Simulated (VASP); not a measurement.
# K (Pm-3m) in VASP: notebook

The runs below take K through single point, with PBE.

Program: VASP 6.6.1. These are calculated values, not measurements. Logs are shortened: lines on timing, memory, paths and dates and some standing lists are left out, and cuts for length are marked.

## Step 1: The crystal as given

The structure is cubic, space group Pm-3m (No. 221). Conventional cell: a = 4.310 Å, b = 4.310 Å, c = 4.310 Å, α = 90.00°, β = 90.00°, γ = 90.00°. K (site symmetry m-3m) is surrounded by 6 K at 4.31 Å.

This isn't the form of K at room conditions, which is bcc.

## Step 2: Single point, PBE

INCAR reads:

```
  PREC = Accurate
  ENCUT = 400
  EDIFF = 1E-6
  ISMEAR = 0
  SIGMA = 0.02
  LREAL = False
  LASPH = True
  NELM = 100
  ALGO = Normal
  ISIF = 2
  LWAVE = False
  LCHARG = False
  GGA = PE
  NBANDS = 10
  ADDGRID = False
```

KPOINTS reads:

```
regular mesh
0
Gamma
  9 9 9
```

POSCAR reads:

```
K
1.0
    4.3104394900      0.0000000000      0.0000000000
    0.0000000000      4.3104394900      0.0000000000
    0.0000000000      0.0000000000      4.3104394900
K
1
Direct
    0.0000000000      0.0000000000      0.0000000000
```

Potentials or basis: VASP PAW PBE potentials, release 64 (K_sv).

The run is started by

```bash
cat potpaw_PBE.64/K_sv/POTCAR > POTCAR
mpirun -np 1 vasp_std > vasp.out
```

OUTCAR:

```text
PREC = Accurate
   ENCUT = 400
   EDIFF = 1E-6
   ISMEAR = 0
   LREAL = False
   LASPH = True
   NELM = 100
   ISIF = 2
   GGA = PE

 Found     35 irreducible k-points:

 Following reciprocal coordinates:
            Coordinates               Weight
  0.000000  0.000000  0.000000      1.000000
  0.111111  0.000000  0.000000      6.000000
  0.222222  0.000000  0.000000      6.000000
  0.333333  0.000000  0.000000      6.000000
  0.444444  0.000000  0.000000      6.000000
  0.111111  0.111111  0.000000     12.000000
   k-points           NKPTS =     35   k-points in BZ     NKDIM =     35   number of bands    NBANDS=     10
   number of dos      NEDOS =    301   number of ions     NIONS =      1
   total plane-waves  NPLWV =  21952
   dimension x,y,z NGX =    28 NGY =   28 NGZ =   28
   dimension x,y,z NGXF=    56 NGYF=   56 NGZF=   56
   ions per type =               1
   NGX,Y,Z   is equivalent  to a cutoff of  10.80, 10.80, 10.80 a.u.
   NGXF,Y,Z  is equivalent  to a cutoff of  21.60, 21.60, 21.60 a.u.
 SYSTEM =  unknown system
   PREC   = accura    normal or accurate (medium, high low for compatibility)
   ISTART =      0    job   : 0-new  1-cont  2-samecut
   ICHARG =      2    charge: 1-file 2-atom 10-const
   ISPIN  =      1    spin polarized calculation?
   LNONCOLLINEAR =      F non collinear calculations
   LSORBIT =      F    spin-orbit coupling
   LASPH  =      T    aspherical Exc in radial PAW
   ENCUT  =  400.0 eV  29.40 Ry    5.42 a.u.   7.03  7.03  7.03*2*pi/ulx,y,z
   NELM   =    100;   NELMIN=  2; NELMDL= -5     # of ELM steps
   EDIFF  = 0.1E-05   stopping-criterion for ELM
   LREAL  =      F    real-space projection
   EDIFFG = 0.1E-04   stopping-criterion for IOM
   NSW    =      0    number of steps for IOM
   IBRION =     -1    ionic relax: 0-MD 1-quasi-New 2-CG
   NFREE  =      0    steps in history (QN), initial steepest desc. (CG)
   ISIF   =      2    stress and relaxation
   ISYM   =      2    0-nonsym 1-usesym 2-fastsym
   POTIM  = 0.5000    time-step for ionic-motion
   TEBEG  =    0.0;   TEEND  =   0.0 temperature during run
   PSTRESS=    0.0 pullay stress
   NELECT =       9.0000    total number of electrons
   NUPDOWN=      -1.0000    fix difference up-down
   EMIN   =  10.00;   EMAX   =-10.00  energy-range for DOS
   EFERMI =   0.00;   METHOD = LEGACY
   ISMEAR =     0;   SIGMA  =   0.02  broadening in eV -4-tet -1-fermi 0-gaus
   EFERMI_NEDOS =   21; number of points for ismear=-14 and -15
   IALGO  =     38    algorithm
   IMIX   =      4    mixing-type and parameters
     AMIX     =   0.40;   BMIX     =  1.00
     AMIX_MAG =   1.60;   BMIX_MAG =  1.00
  volume/ion in A,a.u.               =      80.09       540.46
  Fermi-wavevector in a.u.,A,eV,Ry     =   0.790013  1.492908  8.491671  0.624120
  Thomas-Fermi vector in A             =   1.895269
   LORBIT       =      0    0 simple, 1 ext, 2 COOP (PROOUT), +10 PAW based schemes
   GGA     = PE    functional components
   LHFCALC =     F    Hartree Fock is set to
   AEXX    =    0.0000 exact exchange contribution
   IVDW    =     0    specifies the selected vdW correction
   LEPSILON=     F    determine dielectric tensor
   LRPA    =     F    only Hartree local field effects (RPA)
 non-spin polarized calculation
 Gauss-broadening in eV      SIGMA  =   0.02
  energy-cutoff  :      400.00
  volume of cell :       80.09
 maximum number of plane-waves:      1466
   NGX = 15   NGY = 15   NGZ = 15

 number of electron       9.0000006 magnetization

 Free energy of the ion-electron system (eV)
  ---------------------------------------------------
  ext. energy  EPLUGINS =         0.00000000
  ---------------------------------------------------
  free energy    TOTEN  =        -0.94144590 eV

  energy without entropy =       -0.94139922  energy(sigma->0) =       -0.94142256

 E-fermi :  -0.2934     XC(G=0):  -5.4398

 val. band max:       -0.3222539760   @ k =   0.3333   0.3333   0.1111
 cond. band min:      -0.2251032170   @ k =   0.4444   0.2222   0.0000
 fundamental gap:      0.0971507590
 Fermi energy:        -0.2934489814

 k-point     1 :       0.0000    0.0000    0.0000
  band No.  band energies     occupation
      1     -32.6143      2.00000
      2     -16.0554      2.00000
      3     -16.0554      2.00000
      4     -16.0554      2.00000
      5      -2.3178      2.00000
      6       2.6200      0.00000
      7       2.6200      0.00000
      8       5.8671      0.00000
      9       5.8897      0.00000
     10       6.0296      0.00000

 k-point     2 :       0.1111    0.0000    0.0000
  band No.  band energies     occupation
      1     -32.6138      2.00000
      2     -16.0652      2.00000
      3     -16.0546      2.00000
      4     -16.0546      2.00000
      5      -2.2039      2.00000
      6       2.4950      0.00000
      7       2.6771      0.00000
      8       5.3791      0.00000
      9       5.3792      0.00000
     10       5.6233      0.00000

 k-point     3 :       0.2222    0.0000    0.0000
  band No.  band energies     occupation
      1     -32.6126      2.00000
      2     -16.0900      2.00000
      3     -16.0525      2.00000
      4     -16.0525      2.00000
      5      -1.8691      2.00000
      6       1.9993      0.00000
      7       2.8338      0.00000
      8       4.9082      0.00000
      9       4.9082      0.00000
     10       5.3681      0.00000

 k-point     4 :       0.3333    0.0000    0.0000
  band No.  band energies     occupation
      1     -32.6112      2.00000
      2     -16.1179      2.00000
      3     -16.0501      2.00000
      4     -16.0501      2.00000
      5      -1.3328      2.00000
      6       1.1649      0.00000
      7       3.0405      0.00000
      8       4.5700      0.00000
      9       4.5700      0.00000
     10       5.7072      0.00000

 k-point     5 :       0.4444    0.0000    0.0000
  band No.  band energies     occupation
      1     -32.6103      2.00000
      2     -16.1360      2.00000
      3     -16.0485      2.00000
      4     -16.0485      2.00000
      5      -0.6290      2.00000
      6       0.2536      0.00000
      7       3.1987      0.00000
      8       4.3937      0.00000
      9       4.3937      0.00000
     10       6.0070      0.00000

 k-point     6 :       0.1111    0.1111    0.0000
  band No.  band energies     occupation
      1     -32.6133      2.00000
      2     -16.0648      2.00000
      3     -16.0639      2.00000
      4     -16.0537      2.00000
      5      -2.0907      2.00000
      6       2.5005      0.00000
      7       2.6276      0.00000
      8       4.8161      0.00000
      9       5.2625      0.00000
     10       5.7163      0.00000

 [... further k-points ...]

------------------------ aborting loop because EDIFF is reached ----------------------------------------

  FORCE on cell =-STRESS in cart. coord.  units (eV):
  Direction    XX          YY          ZZ          XY          YZ          ZX
  --------------------------------------------------------------------------------------
  -------------------------------------------------------------------------------------
  Total       -0.0188852     -0.0188852     -0.0188852      0.0000000      0.0000000     -0.0000000
  in kB       -0.3778044     -0.3778044     -0.3778044      0.0000000      0.0000000     -0.0000000
  external PRESSURE =      -0.3778044 kB  Pullay stress =       0.0000000 kB

 VOLUME and BASIS-vectors are now :
 -----------------------------------------------------------------------------
  energy-cutoff  :      400.00
  volume of cell :       80.09
      direct lattice vectors                 reciprocal lattice vectors
     4.310439490  0.000000000  0.000000000     0.231994905  0.000000000  0.000000000
     0.000000000  4.310439490  0.000000000     0.000000000  0.231994905  0.000000000
     0.000000000  0.000000000  4.310439490     0.000000000  0.000000000  0.231994905

 POSITION                                       TOTAL-FORCE (eV/Angst)
 -----------------------------------------------------------------------------------
      0.00000      0.00000      0.00000         0.000000      0.000000      0.000000
 -----------------------------------------------------------------------------------
    total drift:                               -0.000000     -0.000000     -0.000000

  FREE ENERGIE OF THE ION-ELECTRON SYSTEM (eV)
  ---------------------------------------------------
  free  energy   TOTEN  =        -0.9414458974 eV

  energy  without entropy=       -0.9413992204  energy(sigma->0) =       -0.94142256
```

Run time: 9 s. Hardware: 1 thread of Intel Xeon Platinum 8488C (Sapphire Rapids), shared host; peak memory 0.15 GiB.

The run converged, but some of its settings lie outside the range that counts as converged, so its numbers aren't taken as properties of the crystal.

Results:

```
Free energy            : -0.9414 eV
Pressure               : 0.0 GPa
Band gap on the k mesh : none (metal or under the smearing width)
```

## Step 3: Single point, PBE

Edit INCAR of step 2 so:

```diff
@@ -3,4 +3,4 @@
   EDIFF = 1E-6
-  ISMEAR = 0
-  SIGMA = 0.02
+  ISMEAR = -5
+  SIGMA = 0.2
   LREAL = False
```

KPOINTS is that of step 2.

POSCAR is that of step 2.

Potentials or basis: VASP PAW PBE potentials, release 64 (K_sv).

The run is started by

```bash
cat potpaw_PBE.64/K_sv/POTCAR > POTCAR
mpirun -np 1 vasp_std > vasp.out
```

It took 9.2 s on 1 thread of Intel Xeon Platinum 8488C (Sapphire Rapids), shared host; peak memory 0.15 GiB.

These settings aren't checked as converged: the numbers below hold their error.

Results:

```
Free energy            : -0.9414 eV
Pressure               : 0.0 GPa
Band gap on the k mesh : none (metal or under the smearing width)
```

Caveat: tetrahedron occupations give inexact forces and stress in metals.

## Step 4: For comparison

An earlier run on the cell as given: functional PBE; potentials or basis VASP PAW PBE potentials, release 64 (K_sv); cutoff 520 eV; k mesh 6 × 6 × 6; occupations fermi-dirac, width 0.05 eV; no spin polarisation.

- Pressure: 0.0 GPa
- Band gap on the k mesh: none (metal or under the smearing width)
